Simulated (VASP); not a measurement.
# CdS (Hawleyite) (F-43m) in VASP: further runs

Runs on CdS (Hawleyite). Level: PBEsol. Tasks: single point.

All numbers are computed with VASP 6.6.1; they aren't measurements. Logs are shortened: lines on timing, memory, paths and dates and some standing lists are left out, and cuts for length are marked.

### Step 1. The crystal as given

It takes space group F-43m (No. 216, cubic). Conventional cell: a = 5.833 Å, b = 5.833 Å, c = 5.833 Å, α = 90.00°, β = 90.00°, γ = 90.00°. Cd (site symmetry -43m) has 4 S at 2.53 Å as nearest neighbours. Around S (site symmetry -43m) lie 4 Cd at 2.53 Å.

### Step 2. Single point, PBEsol, spin-orbit coupling, no magnetisation

Contents of INCAR:

```
ALGO = Normal ; EDIFF = 1E-7
ENCUT = 350 ; GGA = PS
GGA_COMPAT = False ; ISIF = 2
ISMEAR = 0 ; LASPH = True
LCHARG = False ; LNONCOLLINEAR = True
LORBIT = 11 ; LREAL = False
LSORBIT = True ; LWAVE = False
MAGMOM = 0 0 0 0 0 0 ; NBANDS = 34
NELM = 100 ; PREC = Accurate
SIGMA = 0.02
```

Contents of KPOINTS:

```
k-points
0
Gamma
  6 6 6
```

Contents of POSCAR:

```
CdS
1.0
    0.0000000000      2.9165000000      2.9165000000
    2.9165000000      0.0000000000      2.9165000000
    2.9165000000      2.9165000000      0.0000000000
Cd S
1 1
Direct
    0.0000000000      0.0000000000      0.0000000000
    0.7500000000      0.7500000000      0.7500000000
```

Potentials or basis: VASP PAW PBE potentials, release 64 (Cd, S).

Started as:

```bash
$ cat potpaw_PBE.64/Cd/POTCAR potpaw_PBE.64/S/POTCAR > POTCAR
$ mpirun -np 1 vasp_ncl > vasp.out
```

OUTCAR:

```text
EDIFF = 1E-7
   ENCUT = 350
   GGA = PS
   ISIF = 2
   ISMEAR = 0
   LASPH = True
   LNONCOLLINEAR = True
   LORBIT = 11
   LREAL = False
   LSORBIT = True
   NELM = 100
   PREC = Accurate

 Found     22 irreducible k-points:

 Following reciprocal coordinates:
            Coordinates               Weight
  0.000000  0.000000  0.000000      1.000000
  0.166667  0.000000  0.000000      4.000000
 -0.166667  0.000000  0.000000      4.000000
  0.333333  0.000000  0.000000      4.000000
 -0.333333  0.000000  0.000000      4.000000
  0.500000  0.000000  0.000000      4.000000
   k-points           NKPTS =     22   k-points in BZ     NKDIM =     22   number of bands    NBANDS=     34
   number of dos      NEDOS =    301   number of ions     NIONS =      2
   total plane-waves  NPLWV =  21952
   dimension x,y,z NGX =    28 NGY =   28 NGZ =   28
   dimension x,y,z NGXF=    56 NGYF=   56 NGZF=   56
   ions per type =               1   1
   NGX,Y,Z   is equivalent  to a cutoff of  11.29, 11.29, 11.29 a.u.
   NGXF,Y,Z  is equivalent  to a cutoff of  22.57, 22.57, 22.57 a.u.
 SYSTEM =  unknown system
   PREC   = accura    normal or accurate (medium, high low for compatibility)
   ISTART =      0    job   : 0-new  1-cont  2-samecut
   ICHARG =      2    charge: 1-file 2-atom 10-const
   ISPIN  =      1    spin polarized calculation?
   LNONCOLLINEAR =      T non collinear calculations
   LSORBIT =      T    spin-orbit coupling
   LASPH  =      T    aspherical Exc in radial PAW
   ENCUT  =  350.0 eV  25.72 Ry    5.07 a.u.   6.29  6.29  6.29*2*pi/ulx,y,z
   NELM   =    100;   NELMIN=  2; NELMDL= -5     # of ELM steps
   EDIFF  = 0.1E-06   stopping-criterion for ELM
   LREAL  =      F    real-space projection
   EDIFFG = 0.1E-05   stopping-criterion for IOM
   NSW    =      0    number of steps for IOM
   IBRION =     -1    ionic relax: 0-MD 1-quasi-New 2-CG
[... 8 lines left out ...]
   EMIN   =  10.00;   EMAX   =-10.00  energy-range for DOS
   EFERMI =   0.00;   METHOD = LEGACY
   ISMEAR =     0;   SIGMA  =   0.02  broadening in eV -4-tet -1-fermi 0-gaus
   EFERMI_NEDOS =   21; number of points for ismear=-14 and -15
   IALGO  =     38    algorithm
   IMIX   =      4    mixing-type and parameters
     AMIX     =   0.40;   BMIX     =  1.00
     AMIX_MAG =   1.60;   BMIX_MAG =  1.00
  volume/ion in A,a.u.               =      24.81       167.41
  Fermi-wavevector in a.u.,A,eV,Ry     =   1.167599  2.206442 18.548649  1.363287
  Thomas-Fermi vector in A             =   2.304097
   LORBIT       =     11    0 simple, 1 ext, 2 COOP (PROOUT), +10 PAW based schemes
   GGA     = PS    functional components
   LHFCALC =     F    Hartree Fock is set to
   AEXX    =    0.0000 exact exchange contribution
   IVDW    =     0    specifies the selected vdW correction
   LEPSILON=     F    determine dielectric tensor
   LRPA    =     F    only Hartree local field effects (RPA)
 Gauss-broadening in eV      SIGMA  =   0.02
  energy-cutoff  :      350.00
  volume of cell :       49.62
 maximum number of plane-waves:      1508
 NGX is ok and might be reduce to    28
   NGX = 13   NGY = 13   NGZ = 13

 number of electron      17.9999989 magnetization       0.0000000      0.0000000      0.0000000

 number of electron      17.9999989 magnetization       0.0000000     -0.0000000     -0.0000000

 number of electron      17.9999989 magnetization      -0.0000000      0.0000000      0.0000000

 Free energy of the ion-electron system (eV)
  ---------------------------------------------------
  ext. energy  EPLUGINS =         0.00000000
  ---------------------------------------------------
  free energy    TOTEN  =        -6.83818458 eV

  energy without entropy =       -6.83818458  energy(sigma->0) =       -6.83818458

 E-fermi :   1.3174     XC(G=0):  -9.3781

 val. band max:        1.2311373084   @ k =   0.0000   0.0000   0.0000
 cond. band min:       2.2190336275   @ k =   0.0000   0.0000   0.0000
 fundamental gap:      0.9878963191
 Fermi energy:         1.3174364916

 k-point     1 :       0.0000    0.0000    0.0000
  band No.  band energies     occupation
      1     -11.1719      1.00000
      2     -11.1719      1.00000
      3      -6.7642      1.00000
      4      -6.7642      1.00000
      5      -6.7642      1.00000
      6      -6.7642      1.00000
[... 22 lines left out ...]
     29      12.6664      0.00000
     30      12.6664      0.00000

 k-point     2 :       0.1667    0.0000    0.0000
  band No.  band energies     occupation
      1     -11.0629      1.00000
      2     -11.0629      1.00000
      3      -6.7661      1.00000
      4      -6.7264      1.00000
      5      -6.6848      1.00000
      6      -6.6848      1.00000
[... 22 lines left out ...]
     29      11.8354      0.00000
     30      11.8600      0.00000

 k-point     3 :      -0.1667    0.0000    0.0000
  band No.  band energies     occupation
      1     -11.0629      1.00000
      2     -11.0629      1.00000
      3      -6.7661      1.00000
      4      -6.7264      1.00000
      5      -6.6848      1.00000
      6      -6.6848      1.00000
[... 22 lines left out ...]
     29      11.8354      0.00000
     30      11.8600      0.00000

 k-point     4 :       0.3333    0.0000    0.0000
  band No.  band energies     occupation
      1     -10.8433      1.00000
      2     -10.8433      1.00000
      3      -6.7394      1.00000
      4      -6.6997      1.00000
      5      -6.4608      1.00000
      6      -6.4608      1.00000
[... 22 lines left out ...]
     29      12.2309      0.00000
     30      12.2309      0.00000

 k-point     5 :      -0.3333    0.0000    0.0000
  band No.  band energies     occupation
      1     -10.8433      1.00000
      2     -10.8433      1.00000
      3      -6.7394      1.00000
      4      -6.6997      1.00000
      5      -6.4608      1.00000
      6      -6.4608      1.00000
[... 22 lines left out ...]
     29      12.2309      0.00000
     30      12.2309      0.00000

 k-point     6 :       0.5000    0.0000    0.0000
  band No.  band energies     occupation
      1     -10.7341      1.00000
      2     -10.7341      1.00000
      3      -6.7108      1.00000
      4      -6.7108      1.00000
      5      -6.3235      1.00000
      6      -6.3235      1.00000
[... 22 lines left out ...]
     29      13.6811      0.00000
     30      13.6811      0.00000

 [... further k-points ...]

 [bands above 30 left out]

------------------------ aborting loop because EDIFF is reached ----------------------------------------

  FORCE on cell =-STRESS in cart. coord.  units (eV):
  Direction    XX          YY          ZZ          XY          YZ          ZX
  --------------------------------------------------------------------------------------
  -------------------------------------------------------------------------------------
  Total       -0.0912343     -0.0912343     -0.0912343     -0.0000000      0.0000000      0.0000000
  in kB       -2.9461349     -2.9461349     -2.9461349     -0.0000000      0.0000000      0.0000000
  external PRESSURE =      -2.9461349 kB  Pullay stress =       0.0000000 kB

 VOLUME and BASIS-vectors are now :
 -----------------------------------------------------------------------------
  energy-cutoff  :      350.00
  volume of cell :       49.62
      direct lattice vectors                 reciprocal lattice vectors
     0.000000000  2.916500000  2.916500000    -0.171438368  0.171438368  0.171438368
     2.916500000  0.000000000  2.916500000     0.171438368 -0.171438368  0.171438368
     2.916500000  2.916500000  0.000000000     0.171438368  0.171438368 -0.171438368

 POSITION                                       TOTAL-FORCE (eV/Angst)
 -----------------------------------------------------------------------------------
      0.00000      0.00000      0.00000        -0.000000     -0.000000     -0.000000
      4.37475      4.37475      4.37475         0.000000      0.000000      0.000000
 -----------------------------------------------------------------------------------
    total drift:                               -0.000000     -0.000000     -0.000000

  FREE ENERGIE OF THE ION-ELECTRON SYSTEM (eV)
  ---------------------------------------------------
  free  energy   TOTEN  =        -6.8381845762 eV

  energy  without entropy=       -6.8381845762  energy(sigma->0) =       -6.83818458

 Spin-Orbit-Coupling matrix elements

 Ion:    1  E_soc:     -0.0573556
 l=   1
     0.0000000    -0.0025398    -0.0025398
    -0.0025398     0.0000000    -0.0025398
    -0.0025398    -0.0025398     0.0000000
 l=   2
     0.0000000    -0.0014329     0.0000000    -0.0014329    -0.0055866
    -0.0014329     0.0000000    -0.0041899    -0.0014329    -0.0013966
     0.0000000    -0.0041899     0.0000000    -0.0041899     0.0000000
    -0.0014329    -0.0014329    -0.0041899     0.0000000    -0.0013966
    -0.0055866    -0.0013966     0.0000000    -0.0013966     0.0000000
 l=   3
     0.0000000     0.0000000     0.0000000     0.0000000     0.0000000     0.0000000     0.0000000
     0.0000000     0.0000000     0.0000000     0.0000000     0.0000000     0.0000000     0.0000000
     0.0000000     0.0000000     0.0000000     0.0000000     0.0000000     0.0000000     0.0000000
     0.0000000     0.0000000     0.0000000     0.0000000     0.0000000     0.0000000     0.0000000
     0.0000000     0.0000000     0.0000000     0.0000000     0.0000000     0.0000000     0.0000000
     0.0000000     0.0000000     0.0000000     0.0000000     0.0000000     0.0000000     0.0000000
     0.0000000     0.0000000     0.0000000     0.0000000     0.0000000     0.0000000     0.0000000

 Ion:    2  E_soc:     -0.0021289
 l=   1
     0.0000000    -0.0003548    -0.0003548
    -0.0003548     0.0000000    -0.0003548
    -0.0003548    -0.0003548     0.0000000
 l=   2
     0.0000000     0.0000000     0.0000000     0.0000000     0.0000000
     0.0000000     0.0000000     0.0000000     0.0000000     0.0000000
     0.0000000     0.0000000     0.0000000     0.0000000     0.0000000
     0.0000000     0.0000000     0.0000000     0.0000000     0.0000000
     0.0000000     0.0000000     0.0000000     0.0000000     0.0000000
 l=   3
     0.0000000     0.0000000     0.0000000     0.0000000     0.0000000     0.0000000     0.0000000
     0.0000000     0.0000000     0.0000000     0.0000000     0.0000000     0.0000000     0.0000000
     0.0000000     0.0000000     0.0000000     0.0000000     0.0000000     0.0000000     0.0000000
     0.0000000     0.0000000     0.0000000     0.0000000     0.0000000     0.0000000     0.0000000
     0.0000000     0.0000000     0.0000000     0.0000000     0.0000000     0.0000000     0.0000000
     0.0000000     0.0000000     0.0000000     0.0000000     0.0000000     0.0000000     0.0000000
     0.0000000     0.0000000     0.0000000     0.0000000     0.0000000     0.0000000     0.0000000

 total charge

# of ion       s       p       d       tot
------------------------------------------
    1        0.432   0.333   9.544  10.309
    2        1.318   2.373   0.000   3.691
--------------------------------------------------
tot          1.749   2.706   9.544  14.000

 magnetization (x)

# of ion       s       p       d       tot
------------------------------------------
    1       -0.000   0.000  -0.000  -0.000
    2       -0.000   0.000   0.000   0.000
--------------------------------------------------
tot         -0.000   0.000  -0.000  -0.000

 magnetization (y)

# of ion       s       p       d       tot
------------------------------------------
    1        0.000   0.000  -0.000  -0.000
    2        0.000   0.000   0.000   0.000
--------------------------------------------------
tot          0.000   0.000  -0.000  -0.000

 magnetization (z)

# of ion       s       p       d       tot
------------------------------------------
    1       -0.000   0.000   0.000   0.000
    2       -0.000  -0.000   0.000  -0.000
--------------------------------------------------
tot         -0.000   0.000   0.000   0.000
```

Run time: 61 s. Hardware: 1 thread of Intel Xeon Platinum 8559C (Emerald Rapids), shared host; peak memory 0.24 GiB.

The run converged, but some of its settings lie outside the range that counts as converged, so its numbers aren't taken as properties of the crystal.

What came out:

```
Free energy                                           : -6.8382 eV
Pressure                                              : -0.3 GPa
Valence electrons inside the program's atomic spheres : Cd 10.31; S 3.69
```

Caveat: the PAW data sets were made with another functional, which shifts forces and pressure a little.

### Step 3. Single point, PBEsol, spin-orbit coupling, no magnetisation

Changes to INCAR since step 2:

```diff
@@ -1,3 +1,3 @@
 ALGO = Normal ; EDIFF = 1E-7
-ENCUT = 350 ; GGA = PS
+ENCUT = 300 ; GGA = PS
 GGA_COMPAT = False ; ISIF = 2
```

Contents of KPOINTS:

```
k-points
0
Gamma
  7 7 7
```

POSCAR is that of step 2.

Potentials or basis: VASP PAW PBE potentials, release 64 (Cd, S).

Started as:

```bash
$ cat potpaw_PBE.64/Cd/POTCAR potpaw_PBE.64/S/POTCAR > POTCAR
$ mpirun -np 1 vasp_ncl > vasp.out
```

It took 25 s on 1 thread of Intel Xeon Platinum 8559C (Emerald Rapids), shared host; peak memory 0.2 GiB.

These settings aren't checked as converged: the numbers below hold their error.

Results:

```
Free energy                                           : -6.8380 eV
Valence electrons inside the program's atomic spheres : Cd 10.30; S 3.70
```

Caveat: the cutoff is under 1.25 times the usual one of these potentials, so pressure, stress and relaxed cells hold a basis-set (Pulay) error; the PAW data sets were made with another functional, which shifts forces and pressure a little.

### Step 4. Single point, PBEsol, spin-orbit coupling, no magnetisation

Changes to INCAR since step 3:

```diff
@@ -1,3 +1,3 @@
 ALGO = Normal ; EDIFF = 1E-7
-ENCUT = 300 ; GGA = PS
+ENCUT = 250 ; GGA = PS
 GGA_COMPAT = False ; ISIF = 2
```

Contents of KPOINTS:

```
k-points
0
Gamma
  8 8 8
```

POSCAR is that of step 3.

Potentials or basis: VASP PAW PBE potentials, release 64 (Cd, S).

Started as:

```bash
$ cat potpaw_PBE.64/Cd/POTCAR potpaw_PBE.64/S/POTCAR > POTCAR
$ mpirun -np 1 vasp_ncl > vasp.out
```

OUTCAR:

```text
EDIFF = 1E-7
   ENCUT = 250
   GGA = PS
   ISIF = 2
   ISMEAR = 0
   LASPH = True
   LNONCOLLINEAR = True
   LORBIT = 11
   LREAL = False
   LSORBIT = True
   NELM = 100
   PREC = Accurate

 Found     43 irreducible k-points:

 Following reciprocal coordinates:
            Coordinates               Weight
  0.000000  0.000000  0.000000      1.000000
  0.125000  0.000000  0.000000      4.000000
 -0.125000  0.000000  0.000000      4.000000
  0.250000  0.000000  0.000000      4.000000
 -0.250000  0.000000  0.000000      4.000000
  0.375000  0.000000  0.000000      4.000000
   k-points           NKPTS =     43   k-points in BZ     NKDIM =     43   number of bands    NBANDS=     34
   number of dos      NEDOS =    301   number of ions     NIONS =      2
   total plane-waves  NPLWV =  13824
   dimension x,y,z NGX =    24 NGY =   24 NGZ =   24
   dimension x,y,z NGXF=    48 NGYF=   48 NGZF=   48
   ions per type =               1   1
   NGX,Y,Z   is equivalent  to a cutoff of   9.67,  9.67,  9.67 a.u.
   NGXF,Y,Z  is equivalent  to a cutoff of  19.35, 19.35, 19.35 a.u.
 SYSTEM =  unknown system
   PREC   = accura    normal or accurate (medium, high low for compatibility)
   ISTART =      0    job   : 0-new  1-cont  2-samecut
[... 320 lines left out ...]
     0.0000000     0.0000000     0.0000000     0.0000000     0.0000000     0.0000000     0.0000000
     0.0000000     0.0000000     0.0000000     0.0000000     0.0000000     0.0000000     0.0000000
     0.0000000     0.0000000     0.0000000     0.0000000     0.0000000     0.0000000     0.0000000
     0.0000000     0.0000000     0.0000000     0.0000000     0.0000000     0.0000000     0.0000000

 Ion:    2  E_soc:     -0.0020977
 l=   1
     0.0000000    -0.0003496    -0.0003496
    -0.0003496     0.0000000    -0.0003496
    -0.0003496    -0.0003496     0.0000000
 l=   2
     0.0000000     0.0000000     0.0000000     0.0000000     0.0000000
     0.0000000     0.0000000     0.0000000     0.0000000     0.0000000
     0.0000000     0.0000000     0.0000000     0.0000000     0.0000000
     0.0000000     0.0000000     0.0000000     0.0000000     0.0000000
     0.0000000     0.0000000     0.0000000     0.0000000     0.0000000
 l=   3
     0.0000000     0.0000000     0.0000000     0.0000000     0.0000000     0.0000000     0.0000000
     0.0000000     0.0000000     0.0000000     0.0000000     0.0000000     0.0000000     0.0000000
     0.0000000     0.0000000     0.0000000     0.0000000     0.0000000     0.0000000     0.0000000
     0.0000000     0.0000000     0.0000000     0.0000000     0.0000000     0.0000000     0.0000000
     0.0000000     0.0000000     0.0000000     0.0000000     0.0000000     0.0000000     0.0000000
     0.0000000     0.0000000     0.0000000     0.0000000     0.0000000     0.0000000     0.0000000
     0.0000000     0.0000000     0.0000000     0.0000000     0.0000000     0.0000000     0.0000000

 total charge

# of ion       s       p       d       tot
------------------------------------------
    1        0.432   0.333   9.581  10.346
    2        1.320   2.401   0.000   3.721
--------------------------------------------------
tot          1.752   2.734   9.581  14.067

 magnetization (x)

# of ion       s       p       d       tot
------------------------------------------
    1       -0.000   0.000   0.000   0.000
    2        0.000   0.000   0.000   0.000
--------------------------------------------------
tot          0.000   0.000   0.000   0.000

 magnetization (y)

# of ion       s       p       d       tot
------------------------------------------
    1        0.000   0.000  -0.000  -0.000
    2       -0.000   0.000   0.000  -0.000
--------------------------------------------------
tot         -0.000   0.000  -0.000  -0.000

 magnetization (z)

# of ion       s       p       d       tot
------------------------------------------
    1       -0.000   0.000   0.000   0.000
    2        0.000  -0.000   0.000  -0.000
--------------------------------------------------
tot         -0.000   0.000   0.000   0.000
```

Wall time 37 s (1 thread of Intel Xeon Platinum 8559C (Emerald Rapids), shared host); peak memory 0.21 GiB.

The run converged, but a check on its numbers failed (symmetry, net force, bounds or a known fault of this set-up), so they aren't taken as properties of the crystal.

Caveat: the cutoff lies under the usual one of these potentials, so the numbers hold a large basis-set error; the PAW data sets were made with another functional, which shifts forces and pressure a little.

### Step 5. For comparison

An earlier run on the cell as given: functional PBE; potentials or basis VASP PAW PBE potentials, release 64 (Cd, S); cutoff 520 eV; k mesh 8 × 8 × 8; occupations fermi-dirac, width 0.05 eV; no spin polarisation.

* Pressure: 3.2 GPa
* Band gap on the k mesh: 1.15 eV, direct
